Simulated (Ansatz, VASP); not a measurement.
## Two plane-wave programs on AlN

INCAR

```
PREC     = Accurate       # precision mode
ENCUT    = 520            # plane-wave cutoff, eV
EDIFF    = 1E-7           # SCF threshold, eV
ISMEAR   = 0              # smearing method
SIGMA    = 0.05           # smearing width, eV
LREAL    = False          # projectors in reciprocal space
LASPH    = True           # aspherical terms in the spheres
NELM     = 100            # most SCF steps
ALGO     = Normal         # electronic algorithm
ISIF     = 2              # what is computed and relaxed
LWAVE    = False          # write WAVECAR
LCHARG   = True           # write CHGCAR
LELF     = True           # ELF
LVHAR    = True         
NBANDS   = 16             # bands
```

File KPOINTS:

```
regular mesh
0
Gamma
  9 9 6
```

POSCAR

```
AlN
1.0
    3.0887424016      0.0000000000      0.0000000000
   -1.5443712008      2.6749293856      0.0000000000
    0.0000000000      0.0000000000      4.9437688231
Al N
2 2
Direct
    0.3204731808      0.6409463615      0.0015212672
    0.6795268192      0.3590536385      0.5015212672
    0.3448088621      0.6896177243      0.3834787328
    0.6551911379      0.3103822757      0.8834787328
```

Input for Ansatz:

```yaml
crystal:
  lattice:
    - [3.0887424016, 0.0, 0.0]
    - [-1.5443712008, 2.6749293856, 0.0]
    - [0.0, 0.0, 4.9437688231]
  atoms:
    - { symbol: Al, position: [0.3204731808, 0.6409463615, 0.0015212672] }
    - { symbol: Al, position: [0.6795268192, 0.3590536385, 0.5015212672] }
    - { symbol: "N", position: [0.3448088621, 0.6896177243, 0.3834787328] }
    - { symbol: "N", position: [0.6551911379, 0.3103822757, 0.8834787328] }
basis:
  ecutwfc: 520.0
kpoints:
  mp_grid: { grid: [9, 9, 6] }
hamiltonian:
  xc: lda
scf:
  occupations: { method: gaussian, width: 0.05 }
output:
  forces: true
  stress: true
  eigenvalues: true
```

Change from the starting cell: mode 4 frozen in at +0.000 Å and mode 5 at -0.069 Å (largest displacements).

Alike in both runs: task single point; functional LDA; k mesh 9 × 9 × 6; occupations gaussian, width 0.05 eV; no spin polarisation.

|  | VASP | Ansatz |
| --- | --- | --- |
| version | VASP 6.6.1 | Ansatz 0.2.0 |
| potentials or method | VASP PAW LDA potentials, release 64 (Al, N) | scalar-relativistic, plane waves, PAW |
| plane-wave cutoff (eV) | 520 | 520 |
| valence electrons in the cell | 16 | 16 |

VASP gave:

```
gap on the k mesh at the Fermi level (eV)       : 4.37
least direct gap on the mesh (eV)               : 4.37
pressure (GPa)                                  : 0.5
largest component of the traceless stress (GPa) : 0.09
rms of the force components (eV/Å)              : 0.171
```

Task: What did Ansatz give for the same quantities?

Result: gap on the k mesh at the Fermi level (eV): 4.36; least direct gap on the mesh (eV): 4.36; pressure (GPa): -0.1; largest component of the traceless stress (GPa): 0.12; rms of the force components (eV/Å): 0.171.

Atom by atom the forces differ by 0.001 eV/Å (rms over components).

Caveats: an odd mesh through Γ misses points on the zone boundary, where band edges often lie.
